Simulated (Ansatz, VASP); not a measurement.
# GaP in two plane-wave programs

Wanted: the spread between two codes on one cell, functional and k mesh.

Program: Ansatz 0.2.0. Level of theory: plane waves, with VASP 6.6.1 beside it; G0W0 gap at PBE. Results are calculated unless marked as measured.

### 1. The starting structure

The structure is cubic, space group F-43m (No. 216). The conventional cell has a = 5.451 Å, b = 5.451 Å, c = 5.451 Å, α = 90.00°, β = 90.00°, γ = 90.00°. Ga has 4 P at 2.36 Å nearest. Nearest to P lie 4 Ga at 2.36 Å. Farther neighbours are not listed.

### 2. Ansatz: G0W0 gap, PBE

Ansatz runs on its default PAW (the set named soft_2) files.

Quasiparticle shifts depend on high empty states and on the cores, so they are the hardest test of two PAW sets.

The input, input.yaml:

```yaml
crystal:
  lattice:
    - [0.0, 2.72525, 2.72525]
    - [2.72525, 0.0, 2.72525]
    - [2.72525, 2.72525, 0.0]
  atoms:
    - { symbol: Ga, position: [0.0, 0.0, 0.0] }
    - { symbol: P, position: [0.25, 0.25, 0.25] }
hamiltonian:
  xc: pbe
  pseudopotentials: { kind: paw }
kpoints:
  mp_grid: { grid: [6, 6, 6] }
scf:
  occupations: { method: fixed }
gw:
  n_empty_bands: 87
  ecut_chi: 100.0
  qp_bands: [v2, c2]
  qp_kpoints: band_edges
  screening: { model: contour_deformation }
```

Launch:

```bash
$ ansatz run input.yaml --threads 4 --pin off --max-ram 9216MiB --backend cpu --events-out ev --progress --plain --runs-dir out
```

Numbers of over 12 decimals in the logs are rounded to 6 here.

Log:

```text
Engine: ansatz 0.2.0, x86_64-unknown-linux-gnu
Pseudopotentials: kind: paw
Pseudopotential: Ga, paw, valence charge 13, recommended cutoff 420 eV (normal), Ga.paw.azcp
Pseudopotential: P, paw, valence charge 5, recommended cutoff 420 eV (normal), P.paw.azcp
Functional definition: PBE
  parameter kappa = 0.804
  parameter beta = 0.066725
  exchange = pbe_x(kappa = kappa, mu = beta*pi^2/3)
  correlation = pbe_c(beta = beta)
Crystal: 2 atoms, lattice volume = 40.481 Å³
Basis set: ecut = 420 eV, 749 PW (Γ)
Bands: 13, of which v1, the nominal top of the filled ones, is band 9 counted from 1 (8 counted from 0)
Symmetry: 24 space group operations
Space group: F-43m (ITA 216), of the structure as read, at distance tolerance 3.4e-5 Å
k-points: 16 of 216 (time reversal used)
Non-local potential: Ga, projectors of the file, l = 0: 2, l = 1: 2, l = 2: 3, l = 3: 1
Non-local potential: P, projectors of the file, l = 0: 2, l = 1: 2, l = 2: 2
PAW form: soft (Blöchl's): semilocal exchange-correlation on the pseudo side does not see the compensation charge
PAW one-centre angular grid: Ga, 590 points (default); XC on 64 Gauss nodes
PAW one-centre angular grid: P, 110 points (default); XC on 64 Gauss nodes
Initial density: superposition of atomic densities (neutral atoms: chi_scale 0, normalization atom), corrected by the library's trained network
Initial wavefunctions: pseudopotential atomic-orbital guess
Functional: x = pbe(κ = 0.804, μ = 0.219515), c = pbe(β = 0.066725)
SCF iter   1: F=—  HF=-4539.535099 eV  |F-HF|=—  |Δ(HF+E_count)|=         —  Δρ=1.41e-3  dr2=8.82e-4  ethr=1.77e-3  ⟨swp⟩=5.0  Hψ=1101  notcnv=0  defer=27
preconditioner: auto → none  [insulator: Δε(μ)=1.644 eV  Ē_g=15.511 eV  n_scr=14 (ndim 8)  ℏωp=24.8 eV  f_vac=0.011  ε∞_Penn≈3.5]
SCF iter   2: F=—  HF=-4539.534330 eV  |F-HF|=—  |Δ(HF+E_count)|=   7.69e-4  Δρ=1.22e-3  dr2=4.02e-4  ethr=4.90e-6  ⟨swp⟩=2.9  Hψ=550  notcnv=0  defer=32
SCF iter   3: F=—  HF=-4539.534139 eV  |F-HF|=—  |Δ(HF+E_count)|=   1.91e-4  Δρ=4.58e-4  dr2=5.98e-5  ethr=2.23e-6  ⟨swp⟩=2.0  Hψ=390  notcnv=0  defer=27
SCF iter   4: F=—  HF=-4539.534181 eV  |F-HF|=—  |Δ(HF+E_count)|=   4.18e-5  Δρ=1.70e-4  dr2=6.46e-6  ethr=3.32e-7  ⟨swp⟩=2.0  Hψ=382  notcnv=0  defer=26
SCF iter   5: F=—  HF=-4539.534179 eV  |F-HF|=—  |Δ(HF+E_count)|=   2.37e-6  Δρ=3.95e-5  dr2=7.28e-7  ethr=3.59e-8  ⟨swp⟩=2.1  Hψ=342  notcnv=0  defer=26
SCF iter   6: F=—  HF=-4539.534179 eV  |F-HF|=—  |Δ(HF+E_count)|=   3.35e-7  Δρ=2.58e-5  dr2=1.36e-7  ethr=4.04e-9  ⟨swp⟩=2.0  Hψ=272  notcnv=0  defer=26
SCF iter   7: F=-4539.534179 eV  HF=-4539.534179 eV  |F-HF|=6.78e-9  |Δ(HF+E_count)|=   1.08e-8  Δρ=5.81e-6  dr2=6.13e-9  ethr=5.56e-10  ⟨swp⟩=6.8  Hψ=989  notcnv=0
SCF 1 converged in 7 iterations: F = -4539.534179 eV  dr2 = 6.13e-9
  greatest PAW one-centre occupation: 0.994 electrons in one spin orbital (limit 2), on the Ga atom at site 0 (counted from 0), in its partial waves of l = 2
NSCF: frozen V_eff on 16 k-points
G₀W₀ screening: q 1/16
G₀W₀ screening: q 2/16 (q-point 6)
G₀W₀ screening: q 3/16 (q-point 7)
G₀W₀ screening: q 4/16 (q-point 8)
G₀W₀ screening: q 5/16 (q-point 11)
G₀W₀ screening: q 6/16 (q-point 14)
G₀W₀ screening: q 7/16 (q-point 15)
G₀W₀ screening: q 8/16 (q-point 9)
G₀W₀ screening: q 9/16 (q-point 12)
G₀W₀ screening: q 10/16 (q-point 16)
G₀W₀ screening: q 11/16 (q-point 2)
G₀W₀ screening: q 12/16 (q-point 3)
G₀W₀ screening: q 13/16 (q-point 5)
G₀W₀ screening: q 14/16 (q-point 10)
G₀W₀ screening: q 15/16 (q-point 4)
G₀W₀ screening: q 16/16 (q-point 13)
G₀W₀ self-energy: k 1/9
G₀W₀ self-energy: k 2/9
G₀W₀ self-energy: k 3/9
G₀W₀ self-energy: k 4/9
G₀W₀ self-energy: k 5/9
G₀W₀ self-energy: k 6/9
G₀W₀ self-energy: k 7/9
G₀W₀ self-energy: k 8/9
G₀W₀ self-energy: k 9/9
NSCF: frozen V_eff on 1 k-points
NSCF: frozen V_eff on 1 k-points
SCF converged after 7 iterations
Free energy (F): -4539.534179 eV
Harris-Foulkes:  -4539.534179 eV  (|F-HF|=6.78e-9)
Internal energy: -4539.534179 eV  (E = F + TS)
E sigma→0 (E₀):  -4539.534179 eV
Fermi energy:    7.092275 eV
--- Per-component energies (eV) ---
  E_band       = -58.175383
  E_kinetic    = 186.372830
  E_local      = -2200.547270  (includes V_loc(G=0)·N_el)
  E_nonlocal   = 458.867986
  E_hartree    = 1017.620771
  E_xc         = -130.788850
  E_vxc        = -119.043670  (∫ρ·V_xc dr)
  E_paw        = -2558.414599  (= ΣΔE_a)
  E_vpaw       = -419.062235  (= ΣTr[D̂ρ^β])
  E_aug_tail   = -0.000104  (compensation charges beyond the density's cutoff)
  E_ewald      = -1312.644944
  E_smearing   = -0.000000  (= −TS)
  E_closure    = -0.000000  (closes the sum)
  Σ components = -4539.534179   (vs F -4539.534179, Δ=0.00e0)
--- Band table (eV; the first three rows and the last of 16) ---
  k-point 0: bands = [... 5 lower, -5.4013, 7.0923, 7.0923, 7.0923, 8.9192, 10.9731, 10.9731, 10.9731]
  k-point 1: bands = [... 5 lower, -5.0450, 4.7047, 6.7210, 6.7210, 9.5048, 11.5213, 11.5213, 12.1169]
  k-point 2: bands = [... 5 lower, -4.0976, 1.8834, 6.1848, 6.1848, 8.9896, 11.8980, 11.8980, 14.6886]
  k-point 15: bands = [... 5 lower, -2.3653, 0.4835, 3.7157, 3.8281, 10.5677, 10.7368, 14.6373, 14.6610]
--- G₀W₀: contour deformation, 6 samples at zero and on the imaginary axis and 2 off it, 216 q-points, 87 empty bands' worth ---
  eigenvalues of the whole cell's RPA ε∞ on this k-mesh (on a slab, of 1 + 4πα/V) = 12.1596, 12.1596, 12.1596; static W/v taken at q = 0 is 0.082239
  gw.qp_kpoints: band_edges: 9 of 16 stored k-points solved, in 1 pass; an edge of the gap read off the rows below is read off those points alone
    valence top: of the k-points left out ik 8 came nearest to being solved in a further pass, in band 9 (counted from 1, as in the quasiparticle table): it holds the edge there only if its correction is more favourable than any solved in that band by at least 0.513 eV; those differ by 0.127 eV
    conduction bottom: of the k-points left out ik 11 came nearest to being solved in a further pass, in band 10 (counted from 1, as in the quasiparticle table): it holds the edge there only if its correction is more favourable than any solved in that band by at least 0.855 eV; those differ by 0.451 eV
    ik  band        ε_KS         Σx   Σc(E_QP)       V_xc       Z   E_QP_lin       E_QP  E_QP is
     0     8      7.0923   -17.1451     1.3134   -15.3974  0.7660     6.6560     6.6580  root
     0     9      7.0923   -17.1451     1.3134   -15.3974  0.7660     6.6560     6.6580  root
     0    10      8.9192   -10.7830    -4.0188   -15.2486  0.7785     9.3681     9.3659  root
     0    11     10.9731    -7.4617    -4.2742   -12.0235  0.7732    11.2619    11.2607  root
     1     8      6.7210   -16.8281     1.4011   -14.9762  0.7646     6.2679     6.2702  root
     1     9      6.7210   -16.8281     1.4011   -14.9762  0.7646     6.2679     6.2702  root
     1    10      9.5048    -9.4840    -4.0432   -13.9025  0.7773     9.8817     9.8800  root
     1    11     11.5213    -7.5906    -4.4472   -12.3376  0.7660    11.8225    11.8211  root
     2     8      6.1848   -16.6317     1.6083   -14.5426  0.7611     5.7010     5.7039  root
     2     9      6.1848   -16.6317     1.6083   -14.5426  0.7611     5.7010     5.7039  root
     2    10      8.9896    -9.2685    -3.8810   -13.4708  0.7821     9.3121     9.3110  root
     2    11     11.8980    -7.2183    -4.5645   -12.0522  0.7625    12.1688    12.1674  root
     3     8      5.9730   -16.5940     1.6990   -14.4026  0.7594     5.4773     5.4806  root
     3     9      5.9730   -16.5940     1.6990   -14.4026  0.7594     5.4773     5.4806  root
     3    10      8.7633    -9.3798    -3.8127   -13.5010  0.7832     9.0728     9.0718  root
     3    11     11.8024    -7.0118    -4.5146   -11.7684  0.7658    12.0455    12.0443  root
     4     8      6.0899   -16.3881     1.5814   -14.3217  0.7610     5.6019     5.6049  root
     4     9      6.0899   -16.3881     1.5814   -14.3217  0.7610     5.6019     5.6049  root
     4    10      9.8643    -7.9599    -4.0234   -12.2552  0.7788    10.1372    10.1362  root
     4    11     10.8926    -9.2876    -4.2991   -13.9029  0.7678    11.2104    11.2088  root
     6     8      4.5263   -16.0512     2.0718   -13.4562  0.7456     3.9983     4.0032  root
     6     9      5.4665   -16.3118     1.8582   -13.9347  0.7552     4.9437     4.9477  root
     6    10      9.8277    -8.5900    -4.0048   -12.8515  0.7782    10.0853    10.0844  root
     6    11     11.7675    -7.4906    -4.5656   -12.3093  0.7610    12.0220    12.0207  root
[...]
10     8      3.7811   -15.5803     2.4456   -12.5591  0.7331     3.1973     3.2056  root
    10     9      4.7122   -16.0799     2.1551   -13.3726  0.7463     4.1547     4.1599  root
    10    10      9.1476    -7.4462    -3.8104   -11.3657  0.7873     9.2568     9.2567  root
    10    11     10.6294    -7.6555    -4.2410   -12.0934  0.7727    10.8269    10.8264  root
    12     8      4.4071   -16.0064     2.2795   -13.1652  0.7422     3.8393     3.8455  root
    12     9      4.4071   -16.0064     2.2795   -13.1652  0.7422     3.8393     3.8455  root
    12    10      8.7432    -6.9016    -3.6912   -10.5886  0.7928     8.7391     8.7391  root
    12    11      8.9127    -7.9321    -3.7875   -11.8951  0.7852     9.0886     9.0882  root
```

It took 22 s on 4 threads of Intel Xeon Platinum 8375C at 2.90GHz (Ice Lake), shared host; peak memory 0.45 GiB; 71 s of CPU time.

[end of part 1 of 2]

[Lines on the potential files, build, host, timing and source positions are cut from VASP's logs without a mark.]

[Logs are printed without paths, hosts, clocks, repeated set-up lines and the standing remarks that a program may print on its own settings, such as how far it seeks lower states.]

[Hosts, paths, dates, database ids (printed as entryN), source tags and the programs' standing remarks are cut or masked in the printed files.]
